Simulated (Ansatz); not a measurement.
**Sn: energy and stress against strain**

The task, for Sn: strain the cell along the Voigt pattern (0, 0, 0, 0, 1, 0).

Method: DFT PBEsol, scalar-relativistic, plane waves, PAW, in Ansatz 0.2.0.

### 1 Starting point

Symmetry: Immm, No. 71, orthorhombic system. The conventional cell has a = 3.453 Å, b = 3.551 Å, c = 4.677 Å, α = 90.00°, β = 90.00°, γ = 90.00°. Sn (site symmetry mmm) has 12 Sn at 3.41 to 3.55 Å in its first shell of neighbours.

Structure file:

```cif
data_structure
_symmetry_space_group_name_H-M 'P 1'
_symmetry_Int_Tables_number 1
_cell_length_a 3.4061
_cell_length_b 3.4061
_cell_length_c 3.4061
_cell_angle_alpha 119.085
_cell_angle_beta 117.163
_cell_angle_gamma 93.289
_cell_volume 28.67
loop_
_atom_site_label
_atom_site_type_symbol
_atom_site_fract_x
_atom_site_fract_y
_atom_site_fract_z
_atom_site_occupancy
Sn1 Sn 0.00000 0.00000 0.00000 1
```

It goes back to an entry of the Materials Project, which need not be the stable form.

The cell is taken as given, not relaxed at this level.

### 2 The reference cell

Reference values: F = -5949.7317 eV; pressure -3.57 GPa; largest force 0.000 eV/Å; gap on the mesh none (metal). It was computed beforehand with the settings of the runs below.

### 3 Next: energy and stress against strain

The cell is strained by ε times the Voigt pattern (0, 0, 0, 0, 1, 0) (xx, yy, zz, yz, xz, xy; engineering shear), with fractional coordinates fixed (clamped ions). The stress on the pattern is the sum of the stress components weighted by it, tension positive.

### 4 Point ε = -0.1500

input.yaml

```yaml
crystal:
  lattice:
    - [-1.90191465, 1.775547, 2.467832425]
    - [1.55116335, -1.775547, 2.208851575]
    - [1.90191465, 1.775547, -2.467832425]
  atoms:
    - { symbol: Sn, position: [0.0, 0.0, 0.0] }
basis:
  ecutwfc: 420
kpoints:
  mp_grid: { grid: [20, 20, 20] }
hamiltonian:
  xc: pbesol
scf:
  occupations: { method: gaussian, width: 0.15 }
output:
  forces: true
  stress: true
  eigenvalues: true
```

On the command line:

```console
$ ansatz run input.yaml --threads 1 --pin off --max-ram 2560MiB --backend cpu --events-out ev --progress --plain --runs-dir out
```

What it wrote, cut to the lines that bear on the results:

```text
Warning: RAYON_NUM_THREADS=1 ignored (pool sized by the plan → 1); use --threads N
[...]
Pseudopotentials: kind: paw
Pseudopotential: Sn, paw, valence charge 14, recommended cutoff 420 eV (normal), Sn.paw.azcp
Functional definition: PBEsol
[...]
Crystal: 1 atoms, lattice volume = 28.512 Å³
Basis set: ecut = 420 eV, 545 PW (Γ), exchange–correlation on 48×48×48 points (8 copies of the dense FFT grid, shifted against one another)
Bands: 11, of which v1, the nominal top of the filled ones, is band 7 counted from 1 (6 counted from 0)
Symmetry: 4 space group operations
Space group: C2/m (ITA 12), of the structure as read, at distance tolerance 3.1e-5 Å
k-points: 2112 of 8000
[...]
SCF iter   1: F=—  HF=-5949.709151 eV  |F-HF|=—  |Δ(HF+E_count)|=         —  Δρ=2.76e-3  dr2=1.15e-3  ethr=1.77e-3  ⟨swp⟩=5.0  Hψ=135396  notcnv=0
[...]
SCF iter   6: F=-5949.707965 eV  HF=-5949.707965 eV  |F-HF|=1.76e-8  |Δ(HF+E_count)|=   1.54e-7  Δρ=6.34e-6  dr2=1.37e-8  ethr=7.14e-10  ⟨swp⟩=6.0  Hψ=109938  notcnv=0
[...]
SCF converged after 6 iterations
Free energy (F): -5949.707965 eV
[...]
E sigma→0 (E₀):  -5949.704804 eV
Entropy (-TS):   -0.006322 eV (-6.322 meV/atom)
Fermi energy:    10.064685 eV
[...]
--- Forces (eV/Å), atoms counted from 1 ---
  atom   1  Sn     0.00000000     0.00000000     0.00000000
[...]
--- Stress (GPa, compression-positive) ---
       -3.032127      -0.000000       2.131575
       -0.000000      -2.811415       0.000000
        2.131575       0.000000      -2.562768
  P = ⅓ Tr σ = -2.8021 GPa (-28.021 kbar)
--- Band table (eV; the first three rows and the last of 2112) ---
  k-point 0: bands = ["-11.4704", "-11.4512", "-11.3585", "-11.3442", "-11.3181", "-0.7938", "15.6904", "17.1787", "18.2247", "19.6902", "21.2031"]
[...]
```

Wall time 41 s (1 thread of Arm Neoverse V1, shared host); peak memory 0.85 GiB.

### 5 At ε = 0.1125

Edit input.yaml of step 4 so:

```diff
@@ -2,5 +2,5 @@
   lattice:
-    - [-1.90191465, 1.775547, 2.467832425]
-    - [1.55116335, -1.775547, 2.208851575]
-    - [1.90191465, 1.775547, -2.467832425]
+    - [-1.5950072625, 1.775547, 2.2412241812]
+    - [1.8580707375, -1.775547, 2.4354598188]
+    - [1.5950072625, 1.775547, -2.2412241812]
   atoms:
```

On the command line:

```console
$ ansatz run input.yaml --threads 1 --pin off --max-ram 2560MiB --backend cpu --events-out ev --progress --plain --runs-dir out
```

What it wrote, cut to the lines that bear on the results:

```text
[...]
SCF converged after 6 iterations
Free energy (F): -5949.719138 eV
[...]
E sigma→0 (E₀):  -5949.716232 eV
Entropy (-TS):   -0.005812 eV (-5.812 meV/atom)
Fermi energy:    10.021940 eV
[...]
--- Forces (eV/Å), atoms counted from 1 ---
  atom   1  Sn     0.00000000     0.00000000    -0.00000000
[...]
--- Stress (GPa, compression-positive) ---
       -3.234543      -0.000000      -1.537253
       -0.000000      -3.335416       0.000000
       -1.537252       0.000000      -2.963307
  P = ⅓ Tr σ = -3.1778 GPa (-31.778 kbar)
--- Band table (eV; the first three rows and the last of 2112) ---
  k-point 0: bands = ["-11.4814", "-11.4678", "-11.3978", "-11.3797", "-11.3510", "-0.7938", "16.1142", "17.0988", "18.0915", "20.2056", "21.1547"]
[...]
```

Wall time 37 s (1 thread of Arm Neoverse V1, shared host); peak memory 0.85 GiB.

### 6 Point ε = -0.0750

Edit input.yaml of step 5 so:

```diff
@@ -2,5 +2,5 @@
   lattice:
-    - [-1.5950072625, 1.775547, 2.2412241812]
-    - [1.8580707375, -1.775547, 2.4354598188]
-    - [1.5950072625, 1.775547, -2.2412241812]
+    - [-1.814226825, 1.775547, 2.4030872125]
+    - [1.638851175, -1.775547, 2.2735967875]
+    - [1.814226825, 1.775547, -2.4030872125]
   atoms:
```

On the command line:

```console
$ ansatz run input.yaml --threads 1 --pin off --max-ram 2560MiB --backend cpu --events-out ev --progress --plain --runs-dir out
```

What it wrote, cut to the lines that bear on the results:

```text
Warning: RAYON_NUM_THREADS=1 ignored (pool sized by the plan → 1); use --threads N
[...]
[... 3 set-up lines as earlier in the session ...]
[...]
Crystal: 1 atoms, lattice volume = 28.633 Å³
Basis set: ecut = 420 eV, 561 PW (Γ), exchange–correlation on 48×48×48 points (8 copies of the dense FFT grid, shifted against one another)
Bands: 11, of which v1, the nominal top of the filled ones, is band 7 counted from 1 (6 counted from 0)
[... 2 set-up lines as earlier in the session ...]
k-points: 2112 of 8000
[...]
SCF iter   1: F=—  HF=-5949.727511 eV  |F-HF|=—  |Δ(HF+E_count)|=         —  Δρ=2.74e-3  dr2=1.13e-3  ethr=1.77e-3  ⟨swp⟩=5.0  Hψ=135432  notcnv=0
[...]
SCF iter   6: F=-5949.726374 eV  HF=-5949.726374 eV  |F-HF|=2.78e-8  |Δ(HF+E_count)|=   2.01e-7  Δρ=7.79e-6  dr2=2.14e-8  ethr=7.14e-10  ⟨swp⟩=6.1  Hψ=111057  notcnv=0
[...]
SCF converged after 6 iterations
Free energy (F): -5949.726374 eV
[...]
E sigma→0 (E₀):  -5949.723371 eV
Entropy (-TS):   -0.006006 eV (-6.006 meV/atom)
Fermi energy:    10.009337 eV
[...]
--- Forces (eV/Å), atoms counted from 1 ---
  atom   1  Sn     0.00000000    -0.00000000     0.00000000
[...]
--- Stress (GPa, compression-positive) ---
       -3.336059      -0.000000       0.949939
       -0.000000      -3.624380       0.000000
        0.949939       0.000000      -3.304402
  P = ⅓ Tr σ = -3.4216 GPa (-34.216 kbar)
--- Band table (eV; the first three rows and the last of 2112) ---
  k-point 0: bands = ["-11.4876", "-11.4768", "-11.4280", "-11.4057", "-11.3740", "-0.7936", "16.5320", "17.0422", "17.9216", "20.7377", "20.9865"]
[...]
```

Wall time 40 s (1 thread of Arm Neoverse V1, shared host); peak memory 0.88 GiB.

### 7 ε = 0.0375

Edit input.yaml of step 6 so:

```diff
@@ -2,5 +2,5 @@
   lattice:
-    - [-1.814226825, 1.775547, 2.4030872125]
-    - [1.638851175, -1.775547, 2.2735967875]
-    - [1.814226825, 1.775547, -2.4030872125]
+    - [-1.6826950875, 1.775547, 2.3059693938]
+    - [1.7703829125, -1.775547, 2.3707146062]
+    - [1.6826950875, 1.775547, -2.3059693938]
   atoms:
```

On the command line:

```console
$ ansatz run input.yaml --threads 1 --pin off --max-ram 2560MiB --backend cpu --events-out ev --progress --plain --runs-dir out
```

What it wrote, cut to the lines that bear on the results:

```text
Warning: RAYON_NUM_THREADS=1 ignored (pool sized by the plan → 1); use --threads N
[...]
[... 3 set-up lines as earlier in the session ...]
[...]
Crystal: 1 atoms, lattice volume = 28.663 Å³
Basis set: ecut = 420 eV, 559 PW (Γ), exchange–correlation on 48×48×48 points (8 copies of the dense FFT grid, shifted against one another)
Bands: 11, of which v1, the nominal top of the filled ones, is band 7 counted from 1 (6 counted from 0)
[... 2 set-up lines as earlier in the session ...]
k-points: 2112 of 8000
[...]
SCF iter   1: F=—  HF=-5949.731556 eV  |F-HF|=—  |Δ(HF+E_count)|=         —  Δρ=2.77e-3  dr2=1.15e-3  ethr=1.77e-3  ⟨swp⟩=5.0  Hψ=135425  notcnv=0
[...]
SCF iter   6: F=-5949.730395 eV  HF=-5949.730395 eV  |F-HF|=2.77e-8  |Δ(HF+E_count)|=   2.25e-7  Δρ=7.64e-6  dr2=2.15e-8  ethr=7.14e-10  ⟨swp⟩=6.2  Hψ=111615  notcnv=0
[...]
SCF converged after 6 iterations
Free energy (F): -5949.730395 eV
[...]
E sigma→0 (E₀):  -5949.727319 eV
Entropy (-TS):   -0.006150 eV (-6.150 meV/atom)
Fermi energy:    10.004206 eV
[...]
--- Forces (eV/Å), atoms counted from 1 ---
  atom   1  Sn     0.00000000     0.00000000     0.00000000
[...]
--- Stress (GPa, compression-positive) ---
       -3.260443      -0.000000      -0.456742
       -0.000000      -3.865986       0.000000
       -0.456742       0.000000      -3.501984
  P = ⅓ Tr σ = -3.5428 GPa (-35.428 kbar)
--- Band table (eV; the first three rows and the last of 2112) ---
  k-point 0: bands = ["-11.4902", "-11.4783", "-11.4481", "-11.4212", "-11.3874", "-0.7934", "16.9166", "17.0084", "17.7070", "20.6957", "21.1011"]
[...]
```

It took 37 s on 1 thread of Arm Neoverse V1, shared host; peak memory 0.85 GiB.

### 8 At ε = 0.1312

Edit input.yaml of step 7 so:

```diff
@@ -2,5 +2,5 @@
   lattice:
-    - [-1.6826950875, 1.775547, 2.3059693938]
-    - [1.7703829125, -1.775547, 2.3707146062]
-    - [1.6826950875, 1.775547, -2.3059693938]
+    - [-1.5731437648, 1.775547, 2.2250810416]
+    - [1.8799342352, -1.775547, 2.4516029584]
+    - [1.5731437648, 1.775547, -2.2250810416]
   atoms:
```

On the command line:

```console
$ ansatz run input.yaml --threads 1 --pin off --max-ram 2560MiB --backend cpu --events-out ev --progress --plain --runs-dir out
```

What it wrote, cut to the lines that bear on the results:

```text
[...]
SCF converged after 6 iterations
Free energy (F): -5949.714048 eV
[...]
E sigma→0 (E₀):  -5949.711071 eV
Entropy (-TS):   -0.005953 eV (-5.953 meV/atom)
Fermi energy:    10.040099 eV
[...]
--- Forces (eV/Å), atoms counted from 1 ---
  atom   1  Sn     0.00000000    -0.00000000     0.00000000
[...]
--- Stress (GPa, compression-positive) ---
       -3.147231      -0.000000      -1.870287
       -0.000000      -3.099753       0.000000
       -1.870287       0.000000      -2.773230
  P = ⅓ Tr σ = -3.0067 GPa (-30.067 kbar)
--- Band table (eV; the first three rows and the last of 2112) ---
  k-point 0: bands = ["-11.4764", "-11.4604", "-11.3791", "-11.3630", "-11.3357", "-0.7938", "15.9026", "17.1358", "18.1615", "19.9455", "21.1770"]
[...]
```

Wall time 37 s (1 thread of Arm Neoverse V1, shared host); peak memory 0.85 GiB.

### 9 At ε = 0.0937

Edit input.yaml of step 8 so:

```diff
@@ -2,5 +2,5 @@
   lattice:
-    - [-1.5731437648, 1.775547, 2.2250810416]
-    - [1.8799342352, -1.775547, 2.4516029584]
-    - [1.5731437648, 1.775547, -2.2250810416]
+    - [-1.6169876773, 1.775547, 2.2574536478]
+    - [1.8360903227, -1.775547, 2.4192303522]
+    - [1.6169876773, 1.775547, -2.2574536478]
   atoms:
```

On the command line:

```console
$ ansatz run input.yaml --threads 1 --pin off --max-ram 2560MiB --backend cpu --events-out ev --progress --plain --runs-dir out
```

What it wrote, cut to the lines that bear on the results:

```text
Warning: RAYON_NUM_THREADS=1 ignored (pool sized by the plan → 1); use --threads N
[...]
[... 3 set-up lines as earlier in the session ...]
[...]
Crystal: 1 atoms, lattice volume = 28.610 Å³
Basis set: ecut = 420 eV, 555 PW (Γ), exchange–correlation on 48×48×48 points (8 copies of the dense FFT grid, shifted against one another)
Bands: 11, of which v1, the nominal top of the filled ones, is band 7 counted from 1 (6 counted from 0)
[... 2 set-up lines as earlier in the session ...]
k-points: 2112 of 8000
[...]
SCF iter   1: F=—  HF=-5949.724394 eV  |F-HF|=—  |Δ(HF+E_count)|=         —  Δρ=2.75e-3  dr2=1.14e-3  ethr=1.77e-3  ⟨swp⟩=5.0  Hψ=135451  notcnv=0
[...]
SCF iter   6: F=-5949.723216 eV  HF=-5949.723216 eV  |F-HF|=2.19e-8  |Δ(HF+E_count)|=   1.71e-7  Δρ=6.90e-6  dr2=1.71e-8  ethr=7.14e-10  ⟨swp⟩=6.1  Hψ=110504  notcnv=0
[...]
SCF converged after 6 iterations
Free energy (F): -5949.723216 eV
[...]
E sigma→0 (E₀):  -5949.720276 eV
Entropy (-TS):   -0.005881 eV (-5.881 meV/atom)
Fermi energy:    10.012449 eV
[...]
--- Forces (eV/Å), atoms counted from 1 ---
  atom   1  Sn     0.00000000     0.00000000     0.00000000
[...]
--- Stress (GPa, compression-positive) ---
       -3.285150      -0.000000      -1.219201
       -0.000000      -3.508084       0.000000
       -1.219200       0.000000      -3.149022
  P = ⅓ Tr σ = -3.3141 GPa (-33.141 kbar)
--- Band table (eV; the first three rows and the last of 2112) ---
  k-point 0: bands = ["-11.4851", "-11.4733", "-11.4141", "-11.3939", "-11.3637", "-0.7937", "16.3256", "17.0675", "18.0119", "20.4716", "21.1361"]
[...]
```

It took 38 s on 1 thread of Arm Neoverse V1, shared host; peak memory 0.85 GiB.

### 10 Point ε = 0.0562

Edit input.yaml of step 9 so:

```diff
@@ -2,5 +2,5 @@
   lattice:
-    - [-1.6169876773, 1.775547, 2.2574536478]
-    - [1.8360903227, -1.775547, 2.4192303522]
-    - [1.6169876773, 1.775547, -2.2574536478]
+    - [-1.6608315898, 1.775547, 2.2898262541]
+    - [1.7922464102, -1.775547, 2.3868577459]
+    - [1.6608315898, 1.775547, -2.2898262541]
   atoms:
```

On the command line:

```console
$ ansatz run input.yaml --threads 1 --pin off --max-ram 2560MiB --backend cpu --events-out ev --progress --plain --runs-dir out
```

What it wrote, cut to the lines that bear on the results:

```text
Warning: RAYON_NUM_THREADS=1 ignored (pool sized by the plan → 1); use --threads N
[...]
[... 3 set-up lines as earlier in the session ...]
[...]
Crystal: 1 atoms, lattice volume = 28.651 Å³
Basis set: ecut = 420 eV, 563 PW (Γ), exchange–correlation on 48×48×48 points (8 copies of the dense FFT grid, shifted against one another)
Bands: 11, of which v1, the nominal top of the filled ones, is band 7 counted from 1 (6 counted from 0)
[... 2 set-up lines as earlier in the session ...]
k-points: 2112 of 8000
[...]
SCF iter   1: F=—  HF=-5949.729899 eV  |F-HF|=—  |Δ(HF+E_count)|=         —  Δρ=2.76e-3  dr2=1.14e-3  ethr=1.77e-3  ⟨swp⟩=5.0  Hψ=135423  notcnv=0
[...]
SCF iter   6: F=-5949.728756 eV  HF=-5949.728756 eV  |F-HF|=2.54e-8  |Δ(HF+E_count)|=   2.03e-7  Δρ=7.33e-6  dr2=1.97e-8  ethr=7.14e-10  ⟨swp⟩=6.2  Hψ=111107  notcnv=0
[...]
SCF converged after 6 iterations
Free energy (F): -5949.728756 eV
[...]
E sigma→0 (E₀):  -5949.725715 eV
Entropy (-TS):   -0.006083 eV (-6.083 meV/atom)
Fermi energy:    10.006596 eV
[...]
--- Forces (eV/Å), atoms counted from 1 ---
  atom   1  Sn     0.00000000    -0.00000000     0.00000000
[...]
--- Stress (GPa, compression-positive) ---
       -3.341920      -0.000000      -0.686515
       -0.000000      -3.745106       0.000000
       -0.686515       0.000000      -3.410008
  P = ⅓ Tr σ = -3.4990 GPa (-34.990 kbar)
--- Band table (eV; the first three rows and the last of 2112) ---
  k-point 0: bands = ["-11.4894", "-11.4785", "-11.4396", "-11.4149", "-11.3820", "-0.7935", "16.7320", "17.0224", "17.8187", "20.8180", "21.0017"]
[...]
```

Run time: 38 s. Hardware: 1 thread of Arm Neoverse V1, shared host; peak memory 0.85 GiB.

### 11 ε = 0.0187

Edit input.yaml of step 10 so:

```diff
@@ -2,5 +2,5 @@
   lattice:
-    - [-1.6608315898, 1.775547, 2.2898262541]
-    - [1.7922464102, -1.775547, 2.3868577459]
-    - [1.6608315898, 1.775547, -2.2898262541]
+    - [-1.7046755023, 1.775547, 2.3221988604]
+    - [1.7484024977, -1.775547, 2.3544851396]
+    - [1.7046755023, 1.775547, -2.3221988604]
   atoms:
```

On the command line:

```console
$ ansatz run input.yaml --threads 1 --pin off --max-ram 2560MiB --backend cpu --events-out ev --progress --plain --runs-dir out
```

What it wrote, cut to the lines that bear on the results:

```text
[...]
SCF converged after 6 iterations
Free energy (F): -5949.731400 eV
[...]
E sigma→0 (E₀):  -5949.728356 eV
Entropy (-TS):   -0.006088 eV (-6.088 meV/atom)
Fermi energy:    10.005001 eV
[...]
--- Forces (eV/Å), atoms counted from 1 ---
  atom   1  Sn     0.00000000    -0.00000000     0.00000000
[...]
--- Stress (GPa, compression-positive) ---
       -3.173184      -0.000000      -0.234684
       -0.000000      -3.931591       0.000000
       -0.234684       0.000000      -3.590427
  P = ⅓ Tr σ = -3.5651 GPa (-35.651 kbar)
--- Band table (eV; the first three rows and the last of 2112) ---
  k-point 0: bands = ["-11.4904", "-11.4774", "-11.4537", "-11.4248", "-11.3907", "-0.7932", "17.0002", "17.0707", "17.5985", "20.6196", "21.0962"]
[...]
```

Run time: 37 s. Hardware: 1 thread of Arm Neoverse V1, shared host; peak memory 0.88 GiB.

### 12 Results of the scan

The scan, with free energies counted from the undisturbed cell:

```csv
ε,ΔE (meV/atom),stress on the pattern (GPa),pressure (GPa)
-0.1500,23.8,-2.13,-2.8
-0.0750,5.4,-0.95,-3.4
0.0000,0.0,0.00,-3.6
0.0187,0.3,0.23,-3.6
0.0375,1.3,0.46,-3.5
0.0562,3.0,0.69,-3.5
0.0937,8.5,1.22,-3.3
0.1125,12.6,1.54,-3.2
0.1312,17.7,1.87,-3.0
```

Not run, since symmetry makes them alike: 0.1500 repeats -0.1500, -0.1125 repeats 0.1125, 0.0750 repeats -0.0750, -0.0375 repeats 0.0375. Energy, pressure and gap are the same there.

### 13 Summary of results

| quantity | value |
| --- | --- |
| slope of the stress at ε = 0, from the points at -0.0750, 0 and 0.0187 | 13 GPa |

In words: The slope of the stress at zero strain, 13 GPa, estimates C55 with clamped ions in this Cartesian frame. The step is wide, so higher orders mix in. The reference stands under -3.6 GPa, so this is no zero-stress constant. No sampled point lies below the undisturbed cell.
